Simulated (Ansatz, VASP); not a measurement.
**Ge in VASP and in Ansatz**

File INCAR:

```
SYSTEM = Ge
PREC = Accurate
ENCUT = 520
EDIFF = 1E-6
ISMEAR = 0
SIGMA = 0.1
LREAL = .FALSE.
LASPH = .TRUE.
NELM = 100
ALGO = Normal
ISIF = 2
LWAVE = .FALSE.
LCHARG = .TRUE.
GGA = PE
LELF = .TRUE.
LVHAR = .TRUE.
NBANDS = 21
```

Contents of KPOINTS:

```
regular mesh
0
G
  14 14 8
  0 0 0
```

The input POSCAR:

```
Ge
1.0
    1.6524034691     -2.7084278404      0.0000000000
    1.4751861687      2.6067938257      0.0000000000
    0.0000000000      0.0000000000      4.6215558164
Ge
2
Direct
    0.6973060343      0.3286497630      0.2500000000
    0.3026939657      0.6713502370      0.7500000000
```

Input for Ansatz:

```yaml
crystal:
  lattice:
    - [1.6524034691, -2.7084278404, 0.0]
    - [1.4751861687, 2.6067938257, 0.0]
    - [0.0, 0.0, 4.6215558164]
  atoms:
    - { symbol: Ge, position: [0.6973060343, 0.328649763, 0.25] }
    - { symbol: Ge, position: [0.3026939657, 0.671350237, 0.75] }
basis:
  ecutwfc: 420
kpoints:
  mp_grid: { grid: [14, 14, 8] }
hamiltonian:
  xc: pbe
scf:
  occupations: { method: gaussian, width: 0.1 }
output:
  forces: true
  stress: true
  eigenvalues: true
```

Alike in both runs: task single point; functional PBE; k mesh 14 × 14 × 8; occupations gaussian, width 0.1 eV; no spin polarisation.

```csv
,VASP,Ansatz
version,VASP 6.6.1,Ansatz 0.2.0
potentials or method,"VASP PAW PBE potentials, release 64 (Ge_d)","scalar-relativistic, plane waves, PAW"
plane-wave cutoff (eV),520,420
valence electrons in the cell,28,28
```

```csv
,VASP,Ansatz,Ansatz less VASP
gap on the k mesh at the Fermi level (eV),none,none,-
pressure (GPa),0.9,0.9,-0.02
largest component of the traceless stress (GPa),0.73,0.72,-0.008
rms of the force components (eV/Å),0.015,0.015,-0.0001
```

Atom by atom the forces differ by 0.001 eV/Å (rms over components). A gap of «none» marks a metal or a gap that the smearing closes. With one functional, cell and mesh, what is left measures potentials, basis and numerics.
